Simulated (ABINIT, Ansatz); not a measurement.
# BN (P6_3/mmc): modes at Γ and the response to a field, part 2 of 3

Aim: the zone-centre modes of BN (P6_3/mmc).

ABINIT 10.8.3; DFT LDA, scalar-relativistic, plane waves, PseudoDojo norm-conserving pseudopotentials.

So far. Step 3 (Self-consistent run for the response): The cell stands at -0.73 GPa: the relaxation ran with a smoothed cutoff, and the difference is a stress of the finite basis. Step 5 (Linear response at Γ): The acoustic modes at Γ come out as far as 2.2 cm⁻¹ from zero, where they should vanish, a small numerical error; the Born charges miss their sum rule by 5.3e-4 e, which is good. The relaxed cell has a = 2.489, c = 6.493 Å (conventional setting).

The database entry behind the starting cell differs from later determinations by our own check (about 0.3 % short, minor phase), so it need not match the best structure at ambient conditions.

## (6) Zone-centre analysis

anaddb reads the merged derivatives, imposes the acoustic sum rule and charge neutrality, and adds the LO-TO term along chosen directions.

Contents of anaddb.abi:

```
ddb_filepath "gamma_DDB"
output_file "anaddb.abo"
outdata_prefix "anaddb"
asr 1
chneut 1
enunit 2
eivec 1
nph1l 1
qph1l 0.0 0.0 0.0 1.0
dieflag 1
nph2l 3
qph2l 
    1.0 0.0 0.0 0.0
    0.0 0.0 1.0 0.0
    1.0 1.0 1.0 0.0
```

Contents of mrgddb.in:

```
gamma_DDB
merged
2
dfpt_gammao_DS2_DDB
gso_DDB
```

On the command line:

```
mrgddb < mrgddb.in > mrgddb.log
OMP_NUM_THREADS=1 anaddb anaddb.abi > anaddb.log
```

anaddb.abo, the main output file:

```text
[banners, grids, parts of the stress and lines that vanish by symmetry left out]
-outvars_anaddb: echo values of input variables ----------------------

 Flags :
[...]
Dielectric Tensor and Effective Charges
[...]
Effective charge tensors after
[...]
Phonon wavevector (reduced coordinates) :  0.00000  0.00000  0.00000
 Phonon energies in Hartree :
[...]
Phonon energies in meV     :
-  0.000000E+00  0.000000E+00  0.000000E+00  6.207612E+00  6.207612E+00
-  1.387978E+01  9.382980E+01  1.013329E+02  1.716960E+02  1.716960E+02
-  1.717024E+02  1.717024E+02
 Phonon frequencies in cm-1    :
-  0.000000E+00  0.000000E+00  0.000000E+00  5.006776E+01  5.006776E+01
-  1.119480E+02  7.567884E+02  8.173049E+02  1.384821E+03  1.384821E+03
-  1.384873E+03  1.384873E+03
 Phonon frequencies in Thz     :
-  0.000000E+00  0.000000E+00  0.000000E+00  1.500994E+00  1.500994E+00
-  3.356117E+00  2.268795E+01  2.450219E+01  4.151590E+01  4.151590E+01
-  4.151745E+01  4.151745E+01
 Phonon energies in Kelvin  :
-  0.000000E+00  0.000000E+00  0.000000E+00  7.203634E+01  7.203634E+01
-  1.610682E+02  1.088850E+03  1.175919E+03  1.992449E+03  1.992449E+03
-  1.992523E+03  1.992523E+03
[...]
-  1  3.24157386E-07 -4.48987239E-07 -3.32448081E-03
-     0.00000000E+00  0.00000000E+00  0.00000000E+00
-  2  3.24157386E-07 -4.48987239E-07 -3.32448081E-03
-     0.00000000E+00  0.00000000E+00  0.00000000E+00
-  3  3.24157382E-07 -4.48987234E-07 -3.32448081E-03
-     0.00000000E+00  0.00000000E+00  0.00000000E+00
-  4  3.24157382E-07 -4.48987234E-07 -3.32448081E-03
-     0.00000000E+00  0.00000000E+00  0.00000000E+00
[...]
-  1  1.18514773E-06  3.32448063E-03 -4.48871650E-07
-     0.00000000E+00  0.00000000E+00  0.00000000E+00
-  2  1.18514773E-06  3.32448063E-03 -4.48871650E-07
-     0.00000000E+00  0.00000000E+00  0.00000000E+00
-  3  1.18514771E-06  3.32448059E-03 -4.48871651E-07
-     0.00000000E+00  0.00000000E+00  0.00000000E+00
-  4  1.18514771E-06  3.32448059E-03 -4.48871651E-07
-     0.00000000E+00  0.00000000E+00  0.00000000E+00
[...]
-  1  3.32448065E-03 -1.18510394E-06  3.24317420E-07
-     0.00000000E+00  0.00000000E+00  0.00000000E+00
-  2  3.32448065E-03 -1.18510394E-06  3.24317420E-07
-     0.00000000E+00  0.00000000E+00  0.00000000E+00
-  3  3.32448061E-03 -1.18510393E-06  3.24317420E-07
-     0.00000000E+00  0.00000000E+00  0.00000000E+00
-  4  3.32448061E-03 -1.18510393E-06  3.24317420E-07
-     0.00000000E+00  0.00000000E+00  0.00000000E+00
[...]
-  1  1.31534179E-06  3.32691215E-03  0.00000000E+00
-     0.00000000E+00  0.00000000E+00  0.00000000E+00
-  2 -1.31534179E-06 -3.32691215E-03  0.00000000E+00
-     0.00000000E+00  0.00000000E+00  0.00000000E+00
[...]
-     1          0.000000    -0.000000     0.000000     0.000000
-     2          0.000000     0.000000     0.000000     0.000000
-     3          0.000000    -0.000000    -0.000000     0.000000
-     4          0.000000    -0.000000    -0.000000     0.000000
-     5         -0.000000     0.000000     0.000000     0.000000
[...]
-     9         -0.000000     0.000000     0.000000     0.000000
[...]
-   1     Real    0.0000E+00  0.0000E+00  0.0000E+00  0.0000E+00  0.0000E+00  0.0000E+00  0.0000E+00
[...]
-   2     Real    0.0000E+00  0.0000E+00  0.0000E+00  0.0000E+00  0.0000E+00  0.0000E+00  0.0000E+00
[...]
-   3     Real    0.0000E+00  0.0000E+00  0.0000E+00  0.0000E+00  0.0000E+00  0.0000E+00  0.0000E+00
[...]
-   4     Real    0.0000E+00  0.0000E+00  0.0000E+00  0.0000E+00  0.0000E+00  0.0000E+00  0.0000E+00
[...]
-   5     Real    0.0000E+00  0.0000E+00  0.0000E+00  0.0000E+00  0.0000E+00  0.0000E+00  0.0000E+00
[...]
-   9     Real    0.0000E+00  0.0000E+00  0.0000E+00  0.0000E+00  0.0000E+00  0.0000E+00  0.0000E+00
[...]
-  10     Real    0.0000E+00  0.0000E+00  0.0000E+00  0.0000E+00  0.0000E+00  0.0000E+00  0.0000E+00
[...]
-  11     Real    0.0000E+00  1.3081E-03  0.0000E+00  5.9233E-10  0.0000E+00  0.0000E+00  1.3081E-03
[...]
-  12     Real    1.3081E-03  0.0000E+00  0.0000E+00 -5.9233E-10  0.0000E+00  0.0000E+00  1.3081E-03
[...]
Phonon at Gamma, with non-analyticity in the
[...]
Phonon energies in Hartree :
[...]
Phonon energies in meV     :
[...]
-  1.717024E+02  2.004446E+02
 Phonon frequencies in cm-1    :
[...]
-  1.384873E+03  1.616695E+03
 Phonon frequencies in Thz     :
[...]
-  4.151745E+01  4.846730E+01
 Phonon energies in Kelvin  :
[...]
-  1.992523E+03  2.326063E+03
[...]
Phonon at Gamma, with non-analyticity in the
[...]
Phonon energies in Hartree :
[...]
Phonon energies in meV     :
[...]
-  1.717024E+02  1.717024E+02
 Phonon frequencies in cm-1    :
[...]
-  1.384873E+03  1.384873E+03
 Phonon frequencies in Thz     :
[...]
-  4.151745E+01  4.151745E+01
 Phonon energies in Kelvin  :
[...]
-  1.992523E+03  1.992523E+03
[...]
-  4  2.14170586E-07  0.00000000E+00 -3.32448085E-03
-     0.00000000E+00  0.00000000E+00  0.00000000E+00
[...]
-  1  0.00000000E+00  3.32448088E-03  0.00000000E+00
-     0.00000000E+00  0.00000000E+00  0.00000000E+00
-  2  0.00000000E+00  3.32448088E-03  0.00000000E+00
-     0.00000000E+00  0.00000000E+00  0.00000000E+00
-  3  0.00000000E+00  3.32448083E-03  0.00000000E+00
-     0.00000000E+00  0.00000000E+00  0.00000000E+00
-  4  0.00000000E+00  3.32448083E-03  0.00000000E+00
-     0.00000000E+00  0.00000000E+00  0.00000000E+00
[...]
-  1  3.32448087E-03  0.00000000E+00  2.14170557E-07
-     0.00000000E+00  0.00000000E+00  0.00000000E+00
[...]
Phonon at Gamma, with non-analyticity in the
[...]
Phonon energies in Hartree :
[...]
Phonon energies in meV     :
-  0.000000E+00  0.000000E+00  0.000000E+00  6.207612E+00  6.207612E+00
-  1.387978E+01  9.525029E+01  1.013329E+02  1.716960E+02  1.716960E+02
-  1.717024E+02  1.945807E+02
 Phonon frequencies in cm-1    :
-  0.000000E+00  0.000000E+00  0.000000E+00  5.006776E+01  5.006776E+01
-  1.119480E+02  7.682454E+02  8.173049E+02  1.384821E+03  1.384821E+03
-  1.384873E+03  1.569399E+03
 Phonon frequencies in Thz     :
-  0.000000E+00  0.000000E+00  0.000000E+00  1.500994E+00  1.500994E+00
-  3.356117E+00  2.303142E+01  2.450219E+01  4.151590E+01  4.151590E+01
-  4.151745E+01  4.704940E+01
 Phonon energies in Kelvin  :
-  0.000000E+00  0.000000E+00  0.000000E+00  7.203634E+01  7.203634E+01
-  1.610682E+02  1.105334E+03  1.175919E+03  1.992449E+03  1.992449E+03
-  1.992523E+03  2.258015E+03
[...]
-  3 -2.06525290E-03  2.06525290E-03  0.00000000E+00
-     0.00000000E+00  0.00000000E+00  0.00000000E+00
-  4 -2.06525290E-03  2.06525290E-03  0.00000000E+00
-     0.00000000E+00  0.00000000E+00  0.00000000E+00
[...]
Direction                     Dielectric constant
[...]
0.00000   0.00000   1.00000      3.37504247
   1.00000   1.00000   1.00000      5.52234627
-
```

The job ended after 0.51 s (1 thread of Arm Neoverse V2, shared host).

This step gave:

```yaml
lowest_optical_zone_centre_mode: 50.07 cm⁻¹
mean_static_dielectric_constant: 5.522
highest_mode_moved_by_the_lo_to_term: 1617 cm⁻¹
```

No LO-TO term; unit eigenvectors of the mass-weighted matrix, from anaddb's displacements. The modes at Γ (shares of kinetic energy by element, %):

| mode | frequency (cm⁻¹) | B % | N % |
| --- | --- | --- | --- |
| 1 | 0.0 | 44 | 56 |
| 2 | 0.0 | 44 | 56 |
| 3 | 0.0 | 44 | 56 |
| 4 | 50.1 | 44 | 56 |
| 5 | 50.1 | 44 | 56 |
| 6 | 111.9 | 44 | 56 |
| 7 | 756.8 | 56 | 44 |
| 8 | 817.3 | 56 | 44 |
| 9 | 1384.8 | 56 | 44 |
| 10 | 1384.8 | 56 | 44 |
| 11 | 1384.9 | 56 | 44 |
| 12 | 1384.9 | 56 | 44 |

Displacements in mode 4 (50.1 cm⁻¹), the largest set to 1:
```
B1   0.00  1.00  0.00
B2   0.00 -1.00  0.00
N3   0.00 -1.00  0.00
N4   0.00  1.00  0.00
```

Displacements in mode 9 (1384.8 cm⁻¹), the largest set to 1:
```
B1   0.00  1.00  0.00
B2   0.00 -1.00  0.00
N3   0.00  0.77  0.00
N4   0.00 -0.77  0.00
```

Static dielectric tensor (ions relaxed, fixed cell):

```
6.60 0.00 0.00
0.00 6.60 0.00
0.00 0.00 3.38
```

The rule moves no optical mode by more than 0.1 cm⁻¹.

## (7) Sum rules set otherwise (asr 0)

Without the rule the raw error of the acoustic modes shows.

anaddb.abi: that of step 6 with these lines changed.

```diff
@@ -3,4 +3,4 @@
 outdata_prefix "anaddb"
-asr 1
-chneut 1
+asr 0
+chneut 0
 enunit 2
```

mrgddb.in is that of step 6.

anaddb.abo, the main output file:

```text
[banners, grids, parts of the stress and lines that vanish by symmetry left out]
-outvars_anaddb: echo values of input variables ----------------------

 Flags :
[...]
Dielectric Tensor and Effective Charges
[...]
Effective charge tensors after
[...]
Phonon wavevector (reduced coordinates) :  0.00000  0.00000  0.00000
 Phonon energies in Hartree :
[...]
Phonon energies in meV     :
-  2.432121E-01  2.432121E-01  2.672136E-01  6.212369E+00  6.212369E+00
-  1.388234E+01  9.383010E+01  1.013332E+02  1.716961E+02  1.716961E+02
-  1.717025E+02  1.717025E+02
 Phonon frequencies in cm-1    :
-  1.961638E+00  1.961638E+00  2.155223E+00  5.010613E+01  5.010613E+01
-  1.119686E+02  7.567908E+02  8.173072E+02  1.384822E+03  1.384822E+03
-  1.384874E+03  1.384874E+03
 Phonon frequencies in Thz     :
-  5.880842E-02  5.880843E-02  6.461197E-02  1.502144E+00  1.502144E+00
-  3.356735E+00  2.268802E+01  2.450225E+01  4.151593E+01  4.151593E+01
-  4.151748E+01  4.151748E+01
 Phonon energies in Kelvin  :
-  2.822359E+00  2.822359E+00  3.100886E+00  7.209155E+01  7.209155E+01
-  1.610979E+02  1.088853E+03  1.175923E+03  1.992451E+03  1.992451E+03
-  1.992525E+03  1.992525E+03
[...]
-  1  6.76778911E-07  3.32448731E-03  0.00000000E+00
-     0.00000000E+00  0.00000000E+00  0.00000000E+00
-  2  6.76778911E-07  3.32448731E-03  0.00000000E+00
-     0.00000000E+00  0.00000000E+00  0.00000000E+00
-  3  6.76776557E-07  3.32447575E-03  0.00000000E+00
-     0.00000000E+00  0.00000000E+00  0.00000000E+00
-  4  6.76776556E-07  3.32447575E-03  0.00000000E+00
-     0.00000000E+00  0.00000000E+00  0.00000000E+00
[...]
-  1  3.32448731E-03 -6.76778911E-07  0.00000000E+00
-     0.00000000E+00  0.00000000E+00  0.00000000E+00
-  2  3.32448731E-03 -6.76778911E-07  0.00000000E+00
-     0.00000000E+00  0.00000000E+00  0.00000000E+00
-  3  3.32447575E-03 -6.76776556E-07  0.00000000E+00
-     0.00000000E+00  0.00000000E+00  0.00000000E+00
-  4  3.32447575E-03 -6.76776557E-07  0.00000000E+00
-     0.00000000E+00  0.00000000E+00  0.00000000E+00
[...]
-  1  0.00000000E+00  0.00000000E+00  3.32450749E-03
-     0.00000000E+00  0.00000000E+00  0.00000000E+00
-  2  0.00000000E+00  0.00000000E+00  3.32450749E-03
-     0.00000000E+00  0.00000000E+00  0.00000000E+00
-  3  0.00000000E+00  0.00000000E+00  3.32446029E-03
-     0.00000000E+00  0.00000000E+00  0.00000000E+00
-  4  0.00000000E+00  0.00000000E+00  3.32446029E-03
-     0.00000000E+00  0.00000000E+00  0.00000000E+00
[...]
-  1  8.97877393E-07  3.32691880E-03  0.00000000E+00
-     0.00000000E+00  0.00000000E+00  0.00000000E+00
-  2 -8.97877392E-07 -3.32691880E-03  0.00000000E+00
-     0.00000000E+00  0.00000000E+00  0.00000000E+00
[...]
-     1          0.000000     0.000032     0.000000     0.000032
-     2          0.000032    -0.000000     0.000000     0.000032
-     3         -0.000000     0.000000     0.000276     0.000276
-     4         -0.000000     0.000000     0.000000     0.000000
-     5          0.000000    -0.000000     0.000000     0.000000
[...]
-     9          0.000000    -0.000000     0.000000     0.000000
[...]
-   1     Real    0.0000E+00  4.6130E-14  0.0000E+00  0.0000E+00  0.0000E+00  0.0000E+00  4.6130E-14
[...]
-   2     Real    4.6130E-14  0.0000E+00  0.0000E+00  0.0000E+00  0.0000E+00  0.0000E+00  4.6130E-14
[...]
-   3     Real    0.0000E+00  0.0000E+00  3.3555E-12  0.0000E+00  0.0000E+00  0.0000E+00  3.3555E-12
[...]
-   4     Real    0.0000E+00  0.0000E+00  0.0000E+00  0.0000E+00  0.0000E+00  0.0000E+00  0.0000E+00
[...]
-   5     Real    0.0000E+00  0.0000E+00  0.0000E+00  0.0000E+00  0.0000E+00  0.0000E+00  0.0000E+00
[...]
-   9     Real    0.0000E+00  0.0000E+00  0.0000E+00  0.0000E+00  0.0000E+00  0.0000E+00  0.0000E+00
[...]
-  10     Real    0.0000E+00  0.0000E+00  0.0000E+00  0.0000E+00  0.0000E+00  0.0000E+00  0.0000E+00
[...]
-  11     Real    5.1882E-14  1.3081E-03  0.0000E+00 -8.2382E-09  0.0000E+00  0.0000E+00  1.3081E-03
[...]
-  12     Real    1.3081E-03  5.1882E-14  0.0000E+00  8.2382E-09  0.0000E+00  0.0000E+00  1.3081E-03
[...]
Phonon at Gamma, with non-analyticity in the
[...]
Phonon energies in Hartree :
[...]
Phonon energies in meV     :
[...]
-  1.717025E+02  2.004448E+02
 Phonon frequencies in cm-1    :
[...]
-  1.384874E+03  1.616696E+03
 Phonon frequencies in Thz     :
[...]
-  4.151748E+01  4.846733E+01
 Phonon energies in Kelvin  :
[...]
-  1.992525E+03  2.326065E+03
[...]
Phonon at Gamma, with non-analyticity in the
[...]
Phonon energies in Hartree :
[...]
Phonon energies in meV     :
[...]
-  1.717025E+02  1.717025E+02
 Phonon frequencies in cm-1    :
[...]
-  1.384874E+03  1.384874E+03
 Phonon frequencies in Thz     :
[...]
-  4.151748E+01  4.151748E+01
 Phonon energies in Kelvin  :
[...]
-  1.992525E+03  1.992525E+03
[...]
-  4  4.04439757E-07 -3.32447579E-03  0.00000000E+00
-     0.00000000E+00  0.00000000E+00  0.00000000E+00
[...]
-  1  3.32448736E-03  4.04441164E-07  0.00000000E+00
-     0.00000000E+00  0.00000000E+00  0.00000000E+00
-  2  3.32448736E-03  4.04441164E-07  0.00000000E+00
-     0.00000000E+00  0.00000000E+00  0.00000000E+00
-  3  3.32447579E-03  4.04439757E-07  0.00000000E+00
-     0.00000000E+00  0.00000000E+00  0.00000000E+00
-  4  3.32447579E-03  4.04439757E-07  0.00000000E+00
-     0.00000000E+00  0.00000000E+00  0.00000000E+00
[...]
-  1  0.00000000E+00  0.00000000E+00  3.32440661E-03
-     0.00000000E+00  0.00000000E+00  0.00000000E+00
[...]
Phonon at Gamma, with non-analyticity in the
[...]
Phonon energies in Hartree :
[...]
Phonon energies in meV     :
-  2.432121E-01  2.432125E-01  2.672286E-01  6.212369E+00  6.212369E+00
-  1.388234E+01  9.525064E+01  1.013332E+02  1.716961E+02  1.716961E+02
-  1.717025E+02  1.945808E+02
 Phonon frequencies in cm-1    :
-  1.961638E+00  1.961641E+00  2.155344E+00  5.010613E+01  5.010613E+01
-  1.119686E+02  7.682482E+02  8.173072E+02  1.384822E+03  1.384822E+03
-  1.384874E+03  1.569400E+03
 Phonon frequencies in Thz     :
-  5.880842E-02  5.880853E-02  6.461560E-02  1.502144E+00  1.502144E+00
-  3.356735E+00  2.303150E+01  2.450225E+01  4.151593E+01  4.151593E+01
-  4.151748E+01  4.704944E+01
 Phonon energies in Kelvin  :
-  2.822359E+00  2.822364E+00  3.101060E+00  7.209155E+01  7.209155E+01
-  1.610979E+02  1.105338E+03  1.175923E+03  1.992451E+03  1.992451E+03
-  1.992525E+03  2.258017E+03
[...]
-  3 -2.06525694E-03  2.06525694E-03  0.00000000E+00
-     0.00000000E+00  0.00000000E+00  0.00000000E+00
-  4 -2.06525694E-03  2.06525694E-03  0.00000000E+00
-     0.00000000E+00  0.00000000E+00  0.00000000E+00
[...]
Direction                     Dielectric constant
[...]
0.00000   0.00000   1.00000      3.37506149
   1.00000   1.00000   1.00000      5.52235206
-
```

It took 0.51 s on 1 thread.

This step gave:

- lowest optical zone-centre mode: 50.11 cm⁻¹

Zone-centre frequencies as printed; negative means imaginary. Modes:

| mode | frequency (cm⁻¹) |
| --- | --- |
| 1 | 1.96 |
| 2 | 1.96 |
| 3 | 2.16 |
| 4 | 50.11 |
| 5 | 50.11 |
| 6 | 112 |
| 7 | 756.8 |
| 8 | 817.3 |
| 9 | 1385 |
| 10 | 1385 |
| 11 | 1385 |
| 12 | 1385 |

[end of part 2 of 3]

[Host names and launcher messages were left out of these logs when they were recorded.]

[Logs are printed without paths, hosts, clocks, repeated set-up lines and the standing remarks that a program may print on its own settings, such as how far it seeks lower states.]

[Hosts, paths, dates, database ids (printed as entryN), source tags and the programs' standing remarks are cut or masked in the printed files.]
